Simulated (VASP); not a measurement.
# SnO (Romarchite) (P4/nmm) in VASP: a series of runs

One crystal, SnO (Romarchite), is run at these levels: PBE0, PBE-EpsX, r2SCAN, rev-vdW-DF2, PBE; tasks: band structure, phonons.

Program: VASP 6.6.1. These are calculated values, not measurements. Logs are shortened: lines on timing, memory, paths and dates and some standing lists are left out, and cuts for length are marked.

### 1 The crystal as given

It takes space group P4/nmm (No. 129, tetragonal). The conventional cell has a = 3.835 Å, b = 3.835 Å, c = 4.728 Å, α = 90.00°, β = 90.00°, γ = 90.00°. Sn (site symmetry 4mm) has 4 O at 2.24 Å as nearest neighbours. Around O (site symmetry -4m2) lie 4 Sn at 2.24 Å.

### 2 Band structure, PBE0

Input file POSCAR:

```
SnO                                     
1.0
    3.8353841591      0.0000000000      0.0000000000
    0.0000000000      3.8353841591      0.0000000000
    0.0000000000      0.0000000000      4.7280509425
  Sn              O             
     2     2
Direct
     0.5000000000000000    0.0000000000000000    0.2459634789621177
     0.0000000000000000    0.5000000000000000    0.7540365210378823
     0.0000000000000000    0.0000000000000000    0.0000000000000000
     0.5000000000000000    0.5000000000000000    0.0000000000000000
```

Input file INCAR.step1:

```
SYSTEM = SnO
PREC = Accurate
ENCUT = 520
EDIFF = 1E-5
ISMEAR = 0
SIGMA = 0.03
LREAL = .FALSE.
LASPH = .TRUE.
NELM = 80
ALGO = Normal
ISIF = 2
LWAVE = .TRUE.
LCHARG = .FALSE.
NBANDS = 28
KPAR = 4
GGA = PE
```

Input file INCAR.step2:

```
SYSTEM = SnO
PREC = Accurate
ENCUT = 520
EDIFF = 1E-6
ISMEAR = 0
SIGMA = 0.03
LREAL = .FALSE.
LASPH = .TRUE.
NELM = 80
ALGO = Normal
ISIF = 2
LWAVE = .FALSE.
LCHARG = .FALSE.
GGA = PE
LHFCALC = .TRUE.
AEXX = 0.25
PRECFOCK = Fast
HFRCUT = -1
NBANDS = 28
KPAR = 4
ISTART = 1
```

Input file KPOINTS:

```
Automatic mesh
0
G
  4 4 4
  0 0 0
```

Input file KPOINTS_OPT:

```
explicit points
6
Reciprocal
 0.0000000000  0.0000000000  0.0000000000 1
 0.5000000000  0.5000000000  0.5000000000 1
 0.5000000000  0.5000000000  0.0000000000 1
 0.0000000000  0.5000000000  0.5000000000 1
 0.0000000000  0.5000000000  0.0000000000 1
 0.0000000000  0.0000000000  0.5000000000 1
```

Potentials or basis: VASP PAW PBE potentials, release 64 (Sn_d, O).

Run with:

```console
cat potpaw_PBE.64/Sn_d/POTCAR potpaw_PBE.64/O/POTCAR > POTCAR
cp INCAR.step1 INCAR
mpirun -np 4 vasp_std > vasp.out
cp INCAR.step2 INCAR
mpirun -np 4 vasp_std > vasp.out
```

OUTCAR:

```text
SYSTEM = SnO
   PREC = Accurate
   ENCUT = 520
   EDIFF = 1E-6
   ISMEAR = 0
   LREAL = .FALSE.
   LASPH = .TRUE.
   NELM = 80
   ISIF = 2
   GGA = PE
   LHFCALC = .TRUE.
   AEXX = 0.25
   PRECFOCK = Fast
   ISTART = 1

 ion  position               nearest neighbor table
   1  0.500  0.000  0.246-   3 2.24   4 2.24   4 2.24   3 2.24   2 3.57   2 3.57   2 3.57   2 3.57
                             2 3.62   2 3.62   2 3.62   2 3.62
   2  0.000  0.500  0.754-   3 2.24   4 2.24   3 2.24   4 2.24   1 3.57   1 3.57   1 3.57   1 3.57
                             1 3.62   1 3.62   1 3.62   1 3.62
   3  0.000  0.000  0.000-   1 2.24   2 2.24   2 2.24   1 2.24
   4  0.500  0.500  0.000-   1 2.24   2 2.24   1 2.24   2 2.24

  LATTYP: Found a simple tetragonal cell.
 ALAT       =     3.8353841591
 C/A-ratio  =     1.2327450775

  Lattice vectors:

 A1 = (   3.8353841591,   0.0000000000,   0.0000000000)
 A2 = (   0.0000000000,   3.8353841591,   0.0000000000)
 A3 = (   0.0000000000,   0.0000000000,   4.7280509425)

Analysis of symmetry for initial positions (statically):
=====================================================================
 Subroutine PRICEL returns:
 Original cell was already a primitive cell.

 Routine SETGRP: Setting up the symmetry group for a
 simple tetragonal supercell.

 Subroutine GETGRP returns: Found 16 space group operations
 (whereof  8 operations were pure point group operations)
 out of a pool of 16 trial point group operations.

The static configuration has the point symmetry D_2d.
 The point group associated with its full space group is D_4h.

Analysis of symmetry for dynamics (positions and initial velocities):
=====================================================================
 Subroutine PRICEL returns:
 Original cell was already a primitive cell.

 Routine SETGRP: Setting up the symmetry group for a
 simple tetragonal supercell.

 Subroutine GETGRP returns: Found 16 space group operations
 (whereof  8 operations were pure point group operations)
 out of a pool of 16 trial point group operations.

The dynamic configuration has the point symmetry D_2d.
 The point group associated with its full space group is D_4h.

 Subroutine INISYM returns: Found 16 space group operations
 (whereof  8 operations are pure point group operations),
 and found     1 'primitive' translations

[... 100 lines left out ...]
   TEBEG  =    0.0;   TEEND  =   0.0 temperature during run
   PSTRESS=    0.0 pullay stress
   NELECT =      40.0000    total number of electrons
   NUPDOWN=      -1.0000    fix difference up-down
   EMIN   =  10.00;   EMAX   =-10.00  energy-range for DOS
   EFERMI =   0.00;   METHOD = LEGACY
   ISMEAR =     0;   SIGMA  =   0.03  broadening in eV -4-tet -1-fermi 0-gaus
   EFERMI_NEDOS =   21; number of points for ismear=-14 and -15
   IALGO  =     38    algorithm
   IMIX   =      1    mixing-type and parameters
     AMIX     =   0.40;   BMIX     =  1.00
     AMIX_MAG =   1.60;   BMIX_MAG =  1.00
  volume/ion in A,a.u.               =      17.39       117.34
  Fermi-wavevector in a.u.,A,eV,Ry     =   1.361429  2.572727 25.218232  1.853488
  Thomas-Fermi vector in A             =   2.488005
   LORBIT       =      0    0 simple, 1 ext, 2 COOP (PROOUT), +10 PAW based schemes
   GGA     = PE    functional components
   LHFCALC =     T    Hartree Fock is set to
   PRECFOCK=fast      Normal, Fast or Accurate (Low or Medium for compatibility)
   ENCUT4O =  -1.0   cutoff for four orbital integrals eV
   NKREDX  =     1    reduce k-point grid by
   NKREDY  =     1    reduce k-point grid by
   NKREDZ  =     1    reduce k-point grid by
   AEXX    =    0.2500 exact exchange contribution
   HFSCREEN=    0.0000 screening length (either q_TF or 0.3 A-1)
   HFSCREENC=   0.0000 screening length for correlation (either q_TF or 0.3 A-1)
   ENCUTFOCK=  -1.0 apply spherical cutoff to Coloumb kernel
   IVDW    =     0    specifies the selected vdW correction
   LEPSILON=     F    determine dielectric tensor
   LRPA    =     F    only Hartree local field effects (RPA)
 non-spin polarized calculation
 Gauss-broadening in eV      SIGMA  =   0.03
  energy-cutoff  :      520.00
  volume of cell :       69.55
 maximum number of plane-waves:      1912
 NGX is ok and might be reduce to    30
  NGX = 16; NGY = 16; NGZ = 20

 number of electron      40.0000015 magnetization

 Free energy of the ion-electron system (eV)
  ---------------------------------------------------
  ext. energy  EPLUGINS =         0.00000000
  ---------------------------------------------------
  free energy    TOTEN  =       -30.06331392 eV

  energy without entropy =      -30.06331392  energy(sigma->0) =      -30.06331392

 E-fermi :   6.9066     XC(G=0):  -8.1384

 val. band max:        6.6682219915   @ k =   0.0000   0.0000   0.0000
 cond. band min:       7.5522608040   @ k =   0.5000   0.5000   0.0000
 fundamental gap:      0.8840388125
 Fermi energy:         6.9065724107

 k-point     1 :       0.0000    0.0000    0.0000
  band No.  band energies     occupation
      1     -17.7080      2.00000
      2     -17.2500      2.00000
      3     -17.2427      2.00000
      4     -17.2427      2.00000
      5     -17.1970      2.00000
      6     -17.1805      2.00000
[... 547 lines left out ...]
     27      18.8777      0.00000
     28      18.8777      0.00000

------------------------ aborting loop because EDIFF is reached ----------------------------------------

  FORCE on cell =-STRESS in cart. coord.  units (eV):
  Direction    XX          YY          ZZ          XY          YZ          ZX
  --------------------------------------------------------------------------------------
  -------------------------------------------------------------------------------------
  Total       -1.1814986     -1.1814986     -0.5961227      0.0000000      0.0000000      0.0000000
  in kB      -27.2172292    -27.2172292    -13.7323976      0.0000000      0.0000000      0.0000000
  external PRESSURE =     -22.7222854 kB  Pullay stress =       0.0000000 kB

 VOLUME and BASIS-vectors are now :
 -----------------------------------------------------------------------------
  energy-cutoff  :      520.00
  volume of cell :       69.55
      direct lattice vectors                 reciprocal lattice vectors
     3.835384159  0.000000000  0.000000000     0.260730075  0.000000000  0.000000000
     0.000000000  3.835384159  0.000000000     0.000000000  0.260730075  0.000000000
     0.000000000  0.000000000  4.728050943     0.000000000  0.000000000  0.211503643

 POSITION                                       TOTAL-FORCE (eV/Angst)
 -----------------------------------------------------------------------------------
      1.91769      0.00000      1.16293         0.000000      0.000000     -0.672881
      0.00000      1.91769      3.56512         0.000000     -0.000000      0.672881
      0.00000      0.00000      0.00000        -0.000000      0.000000      0.000000
      1.91769      1.91769      0.00000         0.000000      0.000000      0.000000
 -----------------------------------------------------------------------------------
    total drift:                               -0.000000      0.000001     -0.000001

  FREE ENERGIE OF THE ION-ELECTRON SYSTEM (eV)
  ---------------------------------------------------
  free  energy   TOTEN  =       -30.0633139168 eV

  energy  without entropy=      -30.0633139168  energy(sigma->0) =      -30.06331392
```

OUTCAR.step1:

```text
SYSTEM = SnO
   PREC = Accurate
   ENCUT = 520
   EDIFF = 1E-5
   ISMEAR = 0
   LREAL = .FALSE.
   LASPH = .TRUE.
   NELM = 80
[... 783 lines left out ...]
      0.00000      1.91769      3.56512        -0.000000     -0.000000     -0.068111
      0.00000      0.00000      0.00000        -0.000000     -0.000000      0.000000
      1.91769      1.91769      0.00000         0.000000      0.000000      0.000000
 -----------------------------------------------------------------------------------
    total drift:                                0.000000      0.000000      0.000000

  FREE ENERGIE OF THE ION-ELECTRON SYSTEM (eV)
  ---------------------------------------------------
  free  energy   TOTEN  =       -22.6745840076 eV

  energy  without entropy=      -22.6740449269  energy(sigma->0) =      -22.67431447
```

OSZICAR.step1:

```text
N       E                     dE             d eps       ncg     rms          rms(c)
DAV:   1     0.414045461331E+03    0.41405E+03   -0.19970E+04  1056   0.219E+03
DAV:   2     0.354886437991E+02   -0.37856E+03   -0.36288E+03  1056   0.546E+02
DAV:   3    -0.235806944619E+02   -0.59069E+02   -0.58059E+02  1168   0.178E+02
DAV:   4    -0.263114862208E+02   -0.27308E+01   -0.27207E+01  1156   0.413E+01
DAV:   5    -0.263720899814E+02   -0.60604E-01   -0.60596E-01  1096   0.670E+00    0.117E+01
DAV:   6    -0.227261350076E+02    0.36460E+01   -0.17146E+01  1608   0.452E+01    0.504E+00
DAV:   7    -0.226943508680E+02    0.31784E-01   -0.20963E+00  1188   0.868E+00    0.248E+00
DAV:   8    -0.226817464875E+02    0.12604E-01   -0.29329E-01  1240   0.355E+00    0.814E-01
DAV:   9    -0.226738232133E+02    0.79233E-02   -0.48853E-02  1608   0.222E+00    0.249E-01
DAV:  10    -0.226750127485E+02   -0.11895E-02   -0.84683E-03  1420   0.843E-01    0.165E-01
DAV:  11    -0.226745485960E+02    0.46415E-03   -0.20670E-03  1488   0.408E-01    0.193E-02
DAV:  12    -0.226745873607E+02   -0.38765E-04   -0.34142E-04  1052   0.101E-01    0.282E-02
DAV:  13    -0.226745840076E+02    0.33530E-05   -0.17451E-05   804   0.400E-02
   1 F= -.22674584E+02 E0= -.22674314E+02  d E =-.539081E-03
```

It took 8.2 min on 4 MPI ranks of Intel Xeon Platinum 8559C (Emerald Rapids), shared host; peak memory 0.25 GiB.

Results:

- Free energy: -30.0633 eV
- Pressure: -2.3 GPa
- Largest force: 0.673 eV/Å
- Band gap on the k mesh: 0.88 eV, indirect (least direct gap 3.16 eV)
- Band gap along the path: 0.88 eV, indirect (least direct gap 3.16 eV)

Forces in eV/Å, atoms in the order of the input:
```
Sn   0.000  0.000 -0.673
Sn   0.000  0.000  0.673
O    0.000  0.000  0.000
O    0.000  0.000  0.000
```

Stress tensor (GPa, compression positive):
```
-2.72  0.00  0.00
 0.00 -2.72  0.00
 0.00  0.00 -1.37
```

Levels at points of the mesh, in eV from the valence-band top:
```tsv
k point	band 16	band 17	band 18	band 19	band 20	band 21	band 22	band 23	band 24	band 25
(0.00, 0.00, 0.00)	-7.30	-4.35	-4.01	-4.01	0.00	3.49	5.80	5.80	6.14	7.46
(0.50, 0.00, 0.00)	-5.89	-5.79	-5.79	-3.32	-3.32	4.66	4.66	7.30	7.30	7.81
(0.50, 0.50, 0.00)	-6.01	-3.31	-3.31	-2.27	-2.27	0.88	0.88	5.82	5.82	9.29
(0.00, 0.00, 0.50)	-4.44	-4.02	-4.02	-3.09	-2.82	3.02	3.98	3.98	4.70	9.50
(0.50, 0.00, 0.50)	-6.42	-5.74	-5.74	-2.21	-2.21	3.98	3.98	6.66	6.66	8.42
(0.50, 0.50, 0.50)	-6.57	-3.31	-3.31	-3.30	-3.30	3.42	3.42	5.73	5.73	7.22
```

Caveat: the PAW data sets were made with another functional, which shifts forces and pressure a little; spin-orbit coupling is left out, which moves the levels of the heavy elements.

[end of part 1 of 4]
